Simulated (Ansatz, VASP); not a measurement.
Two plane-wave programs on TaN

```
Ta N
1.0
     2.93800    0.00000    0.00000
    -1.46900    2.54438    0.00000
     0.00000    0.00000    2.88300
Ta N
1 1
Direct
  0.33333 0.66667 0.50000
  0.00000 0.00000 0.00000
```

Alike in both runs: task electric field gradients; functional r2SCAN; k mesh 12 × 12 × 10; occupations fermi-dirac, width 0.02 eV; no spin polarisation.

```csv
,VASP,Ansatz
version,VASP 6.6.1,Ansatz 0.2.0
potentials or method,"VASP PAW PBE potentials, release 64 (Ta_pv, N)","PAW with Ansatz's default frozen-core files, scalar-relativistic"
plane-wave cutoff (eV),520,500
valence electrons in the cell,16,18
```

```tsv
	VASP	Ansatz	Ansatz less VASP
pressure (GPa)	1.4	-0.2	-1.62
largest component of the traceless stress (GPa)	0.60	0.44	-0.160
Vzz of the field gradient on the site that differs most (V/Å²)	8.4	42.7	+34.32
```

The two sets of potentials don't hold the same shells in valence. Ansatz warned: «gradients_without_spin_orbit».

Caveats: the PAW data sets were made with another functional, which shifts forces and pressure a little (VASP). The runs have no spin-orbit coupling, so splittings on Ta are missing.
